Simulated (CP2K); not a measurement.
TaN:

```xyz
6
Lattice="5.1850 0.0000 0.0000 -2.5925 4.4903 0.0000 0.0000 0.0000 2.9080" Properties=species:S:1:pos:R:3 pbc="T T T"
Ta    0.0000    0.0000    0.0000
Ta    0.0000    2.9936    1.4540
Ta    2.5925    1.4968    1.4540
N     2.5925    0.0000    0.0000
N     1.2963    2.2452    0.0000
N    -1.2963    2.2452    0.0000
```

Base run:

| Item | Value |
| --- | --- |
| Program | CP2K 2026.2 |
| Functional | PBE |
| Potentials or basis | GTH_POTENTIALS Ta GTH-PBE-q13, N GTH-PBE-q5; DZVP-MOLOPT-SR-GTH basis |
| Density cutoff | 6123 eV |
| k mesh | 6 × 6 × 9 |
| Occupations | fermi-dirac, width 0.05 eV |
| Spin | no spin polarisation |

Its results: band gap on the k mesh none (metal or under the smearing width); pressure 5.3 GPa.

Task: The run is repeated on the same cell with these changes: functional from PBE to LDA. What comes out?

Result: Band gap on the k mesh none (metal or under the smearing width); pressure -4.4 GPa.

LDA binds more tightly than PBE, so the same cell stands under less pressure.

Caveats: spin-orbit coupling is left out, which moves the levels of the heavy elements; the basis of atomic orbitals isn't converged, which shifts pressures, moduli and gaps; the potentials were made for another functional, which shifts forces and pressure (some runs).
